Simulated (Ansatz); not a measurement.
# CdSe (CsCl type): from bands to localised orbitals, part 3 of 3

Where do the localised orbitals of CdSe (CsCl type) sit, how far are they spread, and how do the settings change that? The runs, in order: PBE, anion s p, 6×6×6; PBE, anion s p, 4×4×4; PBE, anion p, 6×6×6; PBE, all s p, disentangled, 6×6×6; PBE, metal d and anion p, 6×6×6; PBE, metal d, 6×6×6; r2SCAN, anion s p, 6×6×6; r2SCAN, all s p, disentangled, 6×6×6 (level, trial orbitals, Wannier mesh).

Ansatz 0.2.0; plane waves, PAW. Earlier steps stand in the parts before.

**7. PBE, metal d, 6×6×6**

Input file input.yaml:

```yaml
crystal:
  lattice:
    - [3.5331017334, 0.0, 0.0]
    - [0.0, 3.5331017334, 0.0]
    - [0.0, 0.0, 3.5331017334]
  atoms:
    - { symbol: Cd, position: [0.0, 0.0, 0.0] }
    - { symbol: Se, position: [0.5, 0.5, 0.5] }
kpoints:
  mp_grid: { grid: [6, 6, 6] }
  band_path:
    path:
      - [[0.0, 0.0, 0.0], [8.823452587718e-51, 0.5, -1.584774277358e-68], [0.5, 0.5, -1.45362731462e-34], [0.0, 0.0, 0.0], [0.5, 0.5, 0.5], [8.823452587718e-51, 0.5, -1.584774277358e-68]]
      - [[0.5, 0.5, 0.5], [0.5, 0.5, -1.45362731462e-34]]
    npoints: 10
hamiltonian:
  xc: pbe
scf:
  occupations: { method: fermi_dirac, width: 0.02 }
  n_extra_bands: 6
output:
  forces: false
  stress: false
  eigenvalues: true
  wannier:
    kmesh: [6, 6, 6]
    projections: [{ species: Cd, l: d, shell: 4 }]
    minimise: true
    write_hr: true
    conv_tol: 1.0e-08
    max_iter: 3000
  write_density: true
  write_potential: true
  elf: true
  volumetric_format: npy
```

On the command line:

```bash
$ ansatz run input.yaml --threads 4 --pin off --max-ram 3686MiB --backend cpu --events-out ev --progress --plain --runs-dir out
```

What it wrote:

```text
Warning: RAYON_NUM_THREADS=4 ignored (pool sized by the plan → 4); use --threads N
scf.n_extra_bands = 6 over 18 filled bands (N_el = 36.0): the run solves 24 bands
Engine: ansatz 0.2.0, aarch64-unknown-linux-gnu
Pseudopotentials: kind: paw
Pseudopotential: Cd, paw, valence charge 20, recommended cutoff 420 eV (normal), Cd.paw.azcp
Pseudopotential: Se, paw, valence charge 16, recommended cutoff 420 eV (normal), Se.paw.azcp
Functional definition: PBE
  parameter kappa = 0.804
  parameter beta = 0.06672455060314922
  exchange = pbe_x(kappa = kappa, mu = beta*pi^2/3)
  correlation = pbe_c(beta = beta)
Crystal: 2 atoms, lattice volume = 44.103 Å³
Basis set: ecut = 420 eV, 847 PW (Γ)
Bands: 24, of which v1, the nominal top of the filled ones, is band 18 counted from 1 (17 counted from 0)
Symmetry: 48 space group operations
Space group: Pm-3m (ITA 221), of the structure as read, at distance tolerance 3.5e-5 Å
k-points: 20 of 216
Non-local potential: Cd, projectors of the file, l = 0: 3, l = 1: 2, l = 2: 2, l = 3: 1
Non-local potential: Se, projectors of the file, l = 0: 2, l = 1: 2, l = 2: 3, l = 3: 1
PAW form: soft (Blöchl's): semilocal exchange-correlation on the pseudo side does not see the compensation charge
PAW one-centre angular grid: Cd, 590 points (default); XC on 64 Gauss nodes
PAW one-centre angular grid: Se, 590 points (default); XC on 64 Gauss nodes
Initial density: superposition of atomic densities (neutral atoms: chi_scale 0, normalization atom), corrected by the library's trained network
Initial wavefunctions: pseudopotential atomic-orbital guess
Functional: x = pbe(κ = 0.804, μ = 0.2195149727645171), c = pbe(β = 0.06672455060314922)
SCF iter   1: F=—  HF=-13723.567585 eV  |F-HF|=—  |Δ(HF+E_count)|=         —  Δρ=2.18e-3  dr2=3.96e-3  ethr=1.77e-3  ⟨swp⟩=5.3  Hψ=2138  notcnv=0
preconditioner: auto → Kerker (q_TF=auto, 2.638 Å⁻¹)  [metal: Δε(μ)=0.027 eV  Ē_g=13.931 eV  σ=0.020 eV  W_gap=0.30  n_scr=18 (ndim 8)  ℏωp=23.7 eV  f_vac=0.000  D(μ)=2.44/eV (n_scr^D=26)]
SCF iter   2: F=—  HF=-13723.567349 eV  |F-HF|=—  |Δ(HF+E_count)|=   2.36e-4  Δρ=1.15e-3  dr2=1.15e-3  ethr=1.10e-5  ⟨swp⟩=1.9  Hψ=719  notcnv=0  defer=21
SCF iter   3: F=—  HF=-13723.567143 eV  |F-HF|=—  |Δ(HF+E_count)|=   2.06e-4  Δρ=2.75e-4  dr2=5.23e-5  ethr=3.20e-6  ⟨swp⟩=2.4  Hψ=643  notcnv=0  defer=21
SCF iter   4: F=—  HF=-13723.567120 eV  |F-HF|=—  |Δ(HF+E_count)|=   2.30e-5  Δρ=1.62e-4  dr2=5.53e-6  ethr=1.45e-7  ⟨swp⟩=2.0  Hψ=734  notcnv=0  defer=21
SCF iter   5: F=—  HF=-13723.567122 eV  |F-HF|=—  |Δ(HF+E_count)|=   2.38e-6  Δρ=4.76e-5  dr2=1.75e-6  ethr=1.54e-8  ⟨swp⟩=2.0  Hψ=518  notcnv=0  defer=21
SCF iter   6: F=-13723.567122 eV  HF=-13723.567122 eV  |F-HF|=1.33e-8  |Δ(HF+E_count)|=   4.84e-8  Δρ=1.35e-5  dr2=5.89e-8  ethr=2.78e-10  ⟨swp⟩=4.8  Hψ=1721  notcnv=0
SCF 1 converged in 6 iterations: F = -13723.567122 eV  dr2 = 5.89e-8
NSCF: frozen V_eff on 62 k-points
NSCF: frozen V_eff on 23 k-points
the Wannier pass solved 23 of the 216 points of its mesh, and has the states at the others by symmetry: states obtained by the crystal's operations at points that were solved too leave a residual of 3.28e-13 eV (read by the count's bands and the next), within 4.76e-6 eV
SCF converged after 6 iterations
Free energy (F): -13723.567122 eV
Harris-Foulkes:  -13723.567122 eV  (|F-HF|=1.33e-8)
Internal energy: -13723.563324 eV  (E = F + TS)
E sigma→0 (E₀):  -13723.565223 eV
Entropy (-TS):   -0.003798 eV (-1.899 meV/atom)
Fermi energy:    11.868798 eV
--- Per-component energies (eV) ---
  E_band       = -762.470885
  E_kinetic    = 623.030986
  E_local      = -5158.870382  (includes V_loc(G=0)·N_el)
  E_nonlocal   = -561.366076
  E_hartree    = 2488.449755
  E_xc         = -280.429676
  E_vxc        = -319.124467  (∫ρ·V_xc dr)
  E_paw        = -5995.562948  (= ΣΔE_a)
  E_vpaw       = -323.056658  (= ΣTr[D̂ρ^β])
  E_aug_tail   = -0.000597  (compensation charges beyond the density's cutoff)
  E_ewald      = -4838.814387
  E_smearing   = -0.003798  (= −TS)
  E_closure    = -0.000000  (closes the sum)
  Σ components = -13723.567122   (vs F -13723.567122, Δ=0.00e0)
--- Band table (eV; the first three rows and the last of 20) ---
  k-point 0: bands = ["-90.7668", "-51.8342", "-51.8342", "-51.8342", "-35.5835", "-35.5835", "-35.5827", "-35.5827", "-35.5827", "-1.9117", "3.0173", "3.0173", "3.4551", "3.4551", "3.4551", "10.2606", "10.5993", "10.5993", "10.5993", "17.9278", "17.9278", "22.5307", "22.5307", "22.5307"]
  k-point 1: bands = ["-90.7668", "-51.8351", "-51.8342", "-51.8342", "-35.5835", "-35.5831", "-35.5828", "-35.5828", "-35.5827", "-1.7221", "3.0294", "3.0800", "3.3990", "3.3990", "3.4595", "8.2527", "10.8698", "10.8698", "12.1405", "18.0824", "18.6615", "21.2269", "21.2269", "21.7015"]
  k-point 2: bands = ["-90.7667", "-51.8367", "-51.8341", "-51.8341", "-35.5835", "-35.5830", "-35.5830", "-35.5827", "-35.5823", "-1.2764", "3.0536", "3.1609", "3.2918", "3.2918", "3.4684", "6.4518", "11.4927", "11.4927", "13.4488", "17.3981", "18.4785", "19.2701", "19.2701", "23.4646"]
  k-point 19: bands = ["-90.7665", "-51.8371", "-51.8371", "-51.8371", "-35.5834", "-35.5834", "-35.5834", "-35.5811", "-35.5811", "0.2491", "2.8927", "2.8927", "2.8927", "3.6275", "3.6275", "9.5885", "9.5885", "9.5885", "13.2207", "13.2207", "13.2207", "13.5073", "28.8136", "28.8136"]
Wannier search: line search 1 of at most 3000: gauge-dependent spread (as the search counts it) 0.0267780 Å², largest recent change 1.2e-3 Å² and fall left 2.9e-8 Å² against conv_tol 1.0e-8 Å², 0 stops escaped
```

Wall time 1.1 s (4 threads of Arm Neoverse V2, shared host); peak memory 0.34 GiB.

wannier.win names the bands that the functions span: 11-15 (counted from 1; 18 are filled by count, though the bands overlap).

The head of wannier.spreads.toml:

```toml
omega_i_ang2 = 4.189184483736227
omega_d_ang2 = 0.00000000000000000000000004046734118543073
omega_od_ang2 = 0.026777910292907405
omega_total_ang2 = 4.215962394029135
least_projectability = 0.8445319228162218
b_vectors_match_mmn = true
n_iter = 7
converged = true
rejected_fitted_steps = 0
```

The functions (centres in Å, on-site energies from the highest level of the last filled band):

```
n      x      y      z  spread (Å²)  on-site (eV)  nearest atoms  distance (Å)
1  0.000  0.000  0.000        0.707        -8.659            Cd1          0.00
2  0.000  0.000  0.000        0.934        -8.626            Cd1          0.00
3  0.000  0.000  0.000        0.934        -8.626            Cd1          0.00
4  0.000  0.000  0.000        0.707        -8.659            Cd1          0.00
5  0.000  0.000  0.000        0.934        -8.626            Cd1          0.00
```

The largest hoppings ⟨m, 0|H|n, R⟩, one of each Hermitian pair (signs follow the phases of the functions):

```
m  n      R  distance (Å)  t (eV)
1  1  0 0 1          3.53  -0.089
4  4  0 1 0          3.53  -0.071
4  4  1 0 0          3.53  -0.071
1  1  1 0 0          3.53  -0.036
1  1  0 1 0          3.53  -0.036
1  4  1 0 0          3.53   0.030
4  1  1 0 0          3.53   0.030
4  1  0 1 0          3.53  -0.030
1  4  0 1 0          3.53  -0.030
5  5  0 0 1          3.53   0.030
3  3  1 0 0          3.53   0.030
2  2  0 1 0          3.53   0.030
5  3  1 0 1          5.00  -0.023
3  5  1 0 1          5.00  -0.023
```

Interpolated bands at the corners of the path, eV from the highest level of the last filled band:

```
point     e1     e2     e3     e4     e5
    Γ  -8.93  -8.93  -8.49  -8.49  -8.49
    X  -8.88  -8.79  -8.70  -8.70  -8.47
    M  -8.75  -8.62  -8.62  -8.32  -8.25
    Γ  -8.93  -8.93  -8.49  -8.49  -8.49
    R  -9.05  -9.05  -9.05  -8.32  -8.32
    X  -8.88  -8.79  -8.70  -8.70  -8.47
    R  -9.05  -9.05  -9.05  -8.32  -8.32
    M  -8.75  -8.62  -8.62  -8.32  -8.25
```

Along the path each interpolated band stays within 0.00, 0.00, 0.00, 0.00, 0.01 eV of the nearest computed level, from the lowest band up.

**8. r2SCAN, anion s p, 6×6×6**

input.yaml, as its differences from that of step 7:

```diff
@@ -16,3 +16,3 @@
 hamiltonian:
-  xc: pbe
+  xc: r2scan
 scf:
@@ -26,3 +26,3 @@
     kmesh: [6, 6, 6]
-    projections: [{ species: Cd, l: d, shell: 4 }]
+    projections: [{ species: Se, l: s, shell: 4 }, { species: Se, l: p, shell: 4 }]
     minimise: true
```

On the command line:

```bash
$ ansatz run input.yaml --threads 4 --pin off --max-ram 3686MiB --backend cpu --events-out ev --progress --plain --runs-dir out
```

What it wrote (excerpt; [...] marks lines left out):

```text
Warning: RAYON_NUM_THREADS=4 ignored (pool sized by the plan → 4); use --threads N
scf.n_extra_bands = 6 over 18 filled bands (N_el = 36.0): the run solves 24 bands
[...]
[... 1 set-up line as earlier in the session ...]
Pseudopotential: Cd, paw, valence charge 20, recommended cutoff 500 eV (meta_gga), Cd.paw.azcp
Pseudopotential: Se, paw, valence charge 16, recommended cutoff 500 eV (meta_gga), Se.paw.azcp
Functional definition: r2SCAN
[...]
Crystal: 2 atoms, lattice volume = 44.103 Å³
Basis set: ecut = 500 eV, 1141 PW (Γ), exchange–correlation on 108×108×108 points (64 copies of the dense FFT grid, shifted against one another)
[...]
WARN: eigensolver did not converge (k=6): 1 band(s) unlocked after 20 sweeps at ethr=1.02e-12 eV (storage-precision floor; scheduled 1.00e-12 eV) (lowest unlocked band 23, counted from 0; max residual 5.10e-6 eV among the unlocked bands, 5.10e-6 eV over every band; other slots of this [...]
SCF converged after 8 iterations
Free energy (F): -13746.526913 eV
[...]
E sigma→0 (E₀):  -13746.524439 eV
Entropy (-TS):   -0.004948 eV (-2.474 meV/atom)
Fermi energy:    11.756615 eV
[...]
--- Band table (eV; the first three rows and the last of 20) ---
[... band rows left out ...]
[...]
Wannier search: line search 1 of at most 3000: gauge-dependent spread (as the search counts it) 1.8963899 Å², largest recent change 1.5e-1 Å² and fall left 4.1e-4 Å² against conv_tol 1.0e-8 Å², 0 stops escaped
```

Run time: 3 s. Hardware: 4 threads of Arm Neoverse V2, shared host; peak memory 0.44 GiB.

The eigensolver's warning concerns residuals under 0.0001 eV, too small to move the results.

wannier.win names the bands that the functions span: 10, combinations of 16-19 (counted from 1; 18 are filled by count, though the bands overlap). Combinations are drawn from entangled bands, so such a model needn't follow any one band.

The head of wannier.spreads.toml:

```toml
omega_i_ang2 = 8.234540109105211
omega_d_ang2 = 0.0035300531955479693
omega_od_ang2 = 1.13424424514858
omega_total_ang2 = 9.37231440744934
least_projectability = 0.825449269674648
b_vectors_match_mmn = true
n_iter = 45
converged = true
rejected_fitted_steps = 0
```

The functions (centres in Å, on-site energies from the highest level of the last filled band):

```
n      x      y      z  spread (Å²)  on-site (eV)  nearest atoms  distance (Å)
1  1.476  1.477  1.477        2.277        -5.827            Se2          0.50
2  1.683  1.683  2.230        2.365        -5.299            Se2          0.48
3  2.230  1.683  1.683        2.365        -5.299            Se2          0.48
4  1.683  2.230  1.683        2.365        -5.299            Se2          0.48
```

Along the path each interpolated band stays within 0.01, 0.42, 0.09, 0.02 eV of the nearest computed level, from the lowest band up.

**9. r2SCAN, all s p, disentangled, 6×6×6**

input.yaml, as its differences from that of step 8:

```diff
@@ -19,3 +19,3 @@
   occupations: { method: fermi_dirac, width: 0.02 }
-  n_extra_bands: 6
+  n_extra_bands: 8
 output:
@@ -26,3 +26,7 @@
     kmesh: [6, 6, 6]
-    projections: [{ species: Se, l: s, shell: 4 }, { species: Se, l: p, shell: 4 }]
+    projections:
+      - { species: Se, l: s, shell: 4 }
+      - { species: Se, l: p, shell: 4 }
+      - { species: Cd, l: s, shell: 5 }
+      - { species: Cd, l: p, shell: 5 }
     minimise: true
@@ -31,5 +35,2 @@
     max_iter: 3000
-  write_density: true
-  write_potential: true
-  elf: true
-  volumetric_format: npy
+    disentanglement: { window: [-14.25, 27.75], frozen_window: [3.75, 13.25] }
```

On the command line:

```bash
$ ansatz run input.yaml --threads 4 --pin off --max-ram 3686MiB --backend cpu --events-out ev --progress --plain --runs-dir out
```

What it wrote (excerpt; [...] marks lines left out):

```text
Warning: RAYON_NUM_THREADS=4 ignored (pool sized by the plan → 4); use --threads N
Cd: the file doesn't list 5p, so it is added from the neutral free atom; the dataset's partial waves leave at most 1.3e-2 of an orbital's norm unspanned inside its sphere
scf.n_extra_bands = 8 over 18 filled bands (N_el = 36.0): the run solves 26 bands
[...]
[... 4 set-up lines as earlier in the session ...]
[...]
E sigma→0 (E₀):  -13746.524439 eV
Entropy (-TS):   -0.004948 eV (-2.474 meV/atom)
Fermi energy:    11.756594 eV
[...]
--- Band table (eV; the first three rows and the last of 20) ---
[... band rows left out ...]
[...]
Wannier search: line search 1 of at most 3000: gauge-dependent spread (as the search counts it) 5.9584002 Å², largest recent change 3.0e0 Å² and fall left 2.3e-2 Å² against conv_tol 1.0e-8 Å², 0 stops escaped
WARN: <dir> 58 periodic images of 58 elements of H(R) lie 4.88e-4 to 1.95e-3 Å beyond their element's nearest image, near the 9.77e-4 Å window within which an element is shared among its images; whether they share it moves the interpolated H(k) by 4.9e-3 eV (Frobenius norm, root mean [...]
```

Run time: 4.3 s. Hardware: 4 threads of Arm Neoverse V2, shared host; peak memory 0.48 GiB.

The windows are typed on the program's own energy scale, on which the last band filled by count tops at 11.80 eV (the bands overlap, so it is not filled everywhere).

The head of wannier.spreads.toml:

```toml
omega_i_ang2 = 13.91129741474748
omega_d_ang2 = 0.0041048553355684655
omega_od_ang2 = 3.1658960233130653
omega_total_ang2 = 17.081298293396113
least_projectability = 0.822106983175446
b_vectors_match_mmn = true
n_iter = 88
converged = true
rejected_fitted_steps = 2
dis_converged = true
dis_n_iter = 82
dis_n_moved = 0
dis_level_miss = 0.002773011813399549
```

The functions (centres in Å, on-site energies from the highest level of the last filled band):

```
n       x       y       z  spread (Å²)  on-site (eV)  nearest atoms  distance (Å)
1   2.211   1.679   1.679        1.590        -3.410            Se2          0.46
2   1.679   1.679   2.211        1.590        -3.410            Se2          0.46
3   1.499   1.500   1.500        1.582        -3.482            Se2          0.46
4   1.679   2.211   1.679        1.590        -3.410            Se2          0.46
5  -0.430  -0.430  -0.430        2.666         3.448            Cd1          0.75
6  -0.135  -0.135   0.717        2.688         3.574            Cd1          0.74
7   0.717  -0.135  -0.135        2.688         3.574            Cd1          0.74
8  -0.135   0.717  -0.135        2.688         3.574            Cd1          0.74
```

Along the path each interpolated band stays within 0.02, 0.01, 0.01, 0.02, 0.05, 1.02, 0.77, 0.77 eV of the nearest computed level, from the lowest band up; bands outside the frozen window needn't match, and between the mesh's points a coarse mesh lets the others stray too.

Misses of an eV or more mean that the model does not follow those bands.

**10. All runs side by side**

```
                                 run  functions  total spread (Å²)  invariant part (Å²)  mean spread (Å²)  largest miss of a band (eV)   time
               PBE, anion s p, 6×6×6          4              9.700                8.543             2.425                         0.53  1.7 s
               PBE, anion s p, 4×4×4          4              8.618                7.518             2.155                         0.70  1.2 s
                 PBE, anion p, 6×6×6          3              9.062                8.934             3.021                         0.64  1.6 s
   PBE, all s p, disentangled, 6×6×6          8             16.722               13.609             2.090                         1.05  2.7 s
     PBE, metal d and anion p, 6×6×6          8             11.155               10.789             1.394                         0.64  1.9 s
                 PBE, metal d, 6×6×6          5              4.216                4.189             0.843                         0.01  1.1 s
            r2SCAN, anion s p, 6×6×6          4              9.372                8.235             2.343                         0.42    3 s
r2SCAN, all s p, disentangled, 6×6×6          8             17.081               13.911             2.135                         1.02  4.3 s
```

**11. What came out**

What follows sums up all 3 parts.

| quantity | value |
| --- | --- |
| total spread, PBE, anion s p, 6×6×6 | 9.70 Å² over 4 functions |
| total spread, PBE, anion s p, 4×4×4 | 8.62 Å² over 4 functions |
| total spread, PBE, anion p, 6×6×6 | 9.06 Å² over 3 functions |
| total spread, PBE, all s p, disentangled, 6×6×6 | 16.72 Å² over 8 functions |
| total spread, PBE, metal d and anion p, 6×6×6 | 11.16 Å² over 8 functions |
| total spread, PBE, metal d, 6×6×6 | 4.22 Å² over 5 functions |
| total spread, r2SCAN, anion s p, 6×6×6 | 9.37 Å² over 4 functions |
| total spread, r2SCAN, all s p, disentangled, 6×6×6 | 17.08 Å² over 8 functions |
| centres of the first set | 0.48 to 0.50 Å from the nearest atom |

With PBE, anion s p, 6×6×6 the 4 functions move off the atoms, with a mean spread of 2.42 Å²; 88 % of the total is gauge invariant. The total spread goes from 8.62 Å² on 4×4×4 to 9.70 Å² on 6×6×6: finite differences in k understate it on coarse meshes, while the largest miss of a band goes from 0.70 to 0.53 eV. On one set and mesh the functional gives 9.70 (PBE), 9.37 (r2SCAN) Å². The disentangled models miss some band by up to 1.1 eV, which may lie outside their frozen windows.
